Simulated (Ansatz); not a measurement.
Wanted: the native input for an Ansatz 0.2.0 run.

```
Task                : single point
Functional          : PBE
Potentials or basis : Ansatz PAW
Cutoff              : 250 eV
Density cutoff      : 1000 eV
k mesh              : 7 × 7 × 6
Occupations         : fermi-dirac, width 0.05 eV
Spin                : no spin polarisation
```

SnO:

```
Sn O
1.0
     3.81370    0.00000    0.00000
     0.00000    3.81370    0.00000
     0.00000    0.00000    4.88691
Sn O
2 2
Direct
  0.50000 0.00000 0.76463
  0.00000 0.50000 0.23537
  0.00000 0.00000 0.00000
  0.50000 0.50000 0.00000
```

The cell is a database's computed one.

The input as run:

input.yaml

```yaml
crystal:
  lattice:
    - [3.81369522, 0.0, 0.0]
    - [0.0, 3.81369522, 0.0]
    - [0.0, 0.0, 4.8869133]
  atoms:
    - { symbol: Sn, position: [0.5, 0.0, 0.76462614] }
    - { symbol: Sn, position: [0.0, 0.5, 0.23537386] }
    - { symbol: O, position: [0.0, 0.0, 0.0] }
    - { symbol: O, position: [0.5, 0.5, 0.0] }
hamiltonian:
  xc: pbe
  pseudopotentials: { kind: paw }
kpoints:
  mp_grid: { grid: [7, 7, 6] }
scf:
  occupations: { method: fermi_dirac, width: 0.05 }
basis:
  ecutwfc: "250 eV"
output:
  forces: true
  stress: true
  eigenvalues: true
  write_density: true
  write_potential: true
  elf: true
  volumetric_format: npy
```

Potentials or basis: Ansatz PAW.

The run is started by

```sh
$ ansatz run input.yaml --threads 2 --pin off --max-ram 5120MiB --backend cpu --events-out ev --progress --plain --runs-dir out
```

It gave:

The pressure is 2.0 GPa. The largest force is 0.176 eV/Å and the band gap on the k mesh is 0.36 eV, indirect (least direct gap 2.02 eV).

Caveat: odd divisions of the mesh miss points on the zone boundary, where band edges often lie, so the gap on the mesh can be too wide; the pressure holds a Pulay correction of +52.1 GPa for the finite cutoff; spin-orbit coupling is left out, which moves the levels of the heavy elements; the cutoff lies under the one recommended for these potentials.

It took 3.8 s on 2 threads of Intel(R) Xeon(R) Processor @ 2.50GHz (Skylake/Cascade Lake), on a shared host, peak memory 0.34 GiB.
